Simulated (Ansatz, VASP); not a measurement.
## Two plane-wave programs on C

```
C
1.0
     0.00000    1.87849    1.74737
     1.87849    0.00000    1.74737
     1.87849    1.87849    0.00000
C
2
Direct
  0.50000 0.50000 0.50000
  0.75000 0.75000 0.75000
```

Alike in both runs: task single point; functional LDA; k mesh 12 × 12 × 12; occupations gaussian, width 0.05 eV; no spin polarisation.

|  | VASP | Ansatz |
| --- | --- | --- |
| version | VASP 6.6.1 | Ansatz 0.2.0 |
| potentials or method | VASP PAW LDA potentials, release 64 (C) | scalar-relativistic, plane waves, PAW |
| plane-wave cutoff (eV) | 520 | 520 |
| valence electrons in the cell | 8 | 8 |

```tsv
	VASP	Ansatz	Ansatz less VASP
gap on the k mesh at the Fermi level (eV)	2.25	2.26	+0.007
least direct gap on the mesh (eV)	4.16	4.16	-0.001
```

Ansatz warned: «pseudo_functional_mismatch».
